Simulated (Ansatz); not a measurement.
The elements of this relaxed trial crystal are hidden behind letters.

```
lattice vectors (Å)
  -1.3980    2.1227    4.2965
   1.3980   -2.1227    4.2965
   1.3980    2.1227   -4.2965
fractional positions
X 0.8167 0.3167 0.5000
X 0.1833 0.6833 0.5000
X 0.5000 0.0000 0.5000
Z 0.3333 0.3333 0.0000
Z 0.6667 0.6667 0.0000
```

All numbers below come from DFT PBE, scalar-relativistic, plane waves, PAW (Ansatz 0.2.0). Settings of the last relaxation (5-atom cell): 420 eV, 14×14×14 k points, Gaussian smearing of 0.10 eV, no spin polarisation.

* Space group: Immm (No. 71)
* Conventional cell: a = 2.796 Å, b = 4.245 Å, c = 8.593 Å
* Volume per atom: 10.20 Å³
* Density: 0.74 g/cm³
* Energy over the elements: −0.28 eV/atom
* Gap on the 14×14×14 mesh of the 5-atom cell: 0 eV (a metal)

Energies are uncorrected and count from the elements' standard states at the same level.

Question: X is an s-block element of period 2 and Z is an s-block element of period 1. Which elements are they?

Answer: X = Li, Z = H, so the formula is Li3H2. Density times volume gives a mean mass of 0.74 × 10.20/1.6605 = 4.5 u per atom, and this set has 4.6 u. Among the elements that the hints allow, noble gases aside, only these give it. Around Li on a site of symmetry mm2 lie 2 H at 1.90 Å and 2 H at 2.13 Å; around Li on a site of symmetry mmm lie 4 H at 2.00 Å; H is surrounded by 4 Li at 1.90–2.00 Å and 2 Li at 2.13 Å.

The cell is a metal run without spin; a magnetic state may lie lower. A structure relaxed within its symmetry needn't be a true minimum. Another cell of the same search, in P-3m1, lies 23 meV/atom lower, so this cell isn't the stable form at this level.
